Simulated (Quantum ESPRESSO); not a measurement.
A run of Quantum ESPRESSO 7.5:

Contents of run.py:

```python
import numpy as np
from ase.calculators.espresso import Espresso, EspressoProfile
import spglib
from ase import Atoms
from ase.io import read

atoms = read('CoO.cif')
cell, pos, num = spglib.standardize_cell((atoms.cell[:], atoms.get_scaled_positions(), atoms.numbers), to_primitive=True, symprec=1e-4)
atoms = Atoms(numbers=num, cell=cell, scaled_positions=pos, pbc=True)
start = {'Co': 2.0, 'O': 0.0}
atoms.set_initial_magnetic_moments([start[e] for e in atoms.get_chemical_symbols()])

input_data = {
    'control': {'calculation': 'scf', 'prefix': 'pwscf', 'outdir': './tmp', 'tprnfor': True, 'tstress': True, 'disk_io': 'nowf'},
    'system': {'ecutwfc': 56.0, 'ecutrho': 448.0, 'nbnd': 21, 'occupations': 'smearing', 'smearing': 'fd', 'degauss': 0.00367493, 'nspin': 2},
    'electrons': {'conv_thr': 4e-10, 'electron_maxstep': 120, 'mixing_beta': 0.3},
}
pseudopotentials = {'O': 'o_pbesol_v1.2.uspp.F.UPF', 'Co': 'co_pbesol_v1.2.uspp.F.UPF'}
profile = EspressoProfile(command='mpirun -n 2 pw.x -nk 2', pseudo_dir='pseudo')
dft = Espresso(profile=profile, input_data=input_data, pseudopotentials=pseudopotentials, kpts=(10, 10, 10), koffset=(0, 0, 0))
atoms.calc = dft

print(f'energy {atoms.get_potential_energy():.8f} eV')
print('forces (eV/A)')
print(np.round(atoms.get_forces(), 6))
print('stress (eV/A^3, Voigt)')
print(np.round(atoms.get_stress(), 8))
print(f'Fermi level {dft.get_fermi_level():.4f} eV')
```

File CoO.cif:

```cif
data_CoO
_cell_length_a 3.20443968
_cell_length_b 3.20443968
_cell_length_c 7.69941267
_cell_angle_alpha 90.00000000
_cell_angle_beta 90.00000000
_cell_angle_gamma 120.00000000
_space_group_name_H-M_alt 'R3m'
_space_group_name_Hall 'R 3 -2"'
_space_group_IT_number 160
loop_
_space_group_symop_operation_xyz
'x,y,z'
'-y,x-y,z'
'-x+y,-x,z'
'-y,-x,z'
'-x+y,y,z'
'x,x-y,z'
'x+2/3,y+1/3,z+1/3'
'-y+2/3,x-y+1/3,z+1/3'
'-x+y+2/3,-x+1/3,z+1/3'
'-y+2/3,-x+1/3,z+1/3'
'-x+y+2/3,y+1/3,z+1/3'
'x+2/3,x-y+1/3,z+1/3'
'x+1/3,y+2/3,z+2/3'
'-y+1/3,x-y+2/3,z+2/3'
'-x+y+1/3,-x+2/3,z+2/3'
'-y+1/3,-x+2/3,z+2/3'
'-x+y+1/3,y+2/3,z+2/3'
'x+1/3,x-y+2/3,z+2/3'
loop_
_atom_site_label
_atom_site_type_symbol
_atom_site_symmetry_multiplicity
_atom_site_Wyckoff_symbol
_atom_site_fract_x
_atom_site_fract_y
_atom_site_fract_z
_atom_site_occupancy
Co1 Co 3 a 0.3333333333 0.6666666667 0.6656449867 1
O1 O 3 a 0.3333333333 0.6666666667 0.4176876967 1
```

Potentials or basis: GBRV 1.5 PBEsol.

Launch:

```bash
$ OMP_NUM_THREADS=1 python run.py
```

Hardware: 2 MPI ranks on Arm Neoverse V2, on a shared host.

How long does it take, and how much memory?

Wall time 68 s on 2 MPI ranks on Arm Neoverse V2, on a shared host, peak memory 0.3 GiB a rank. Counts: scf iterations 17, k pools 2, bands 21, k points 116, g dense 24669.
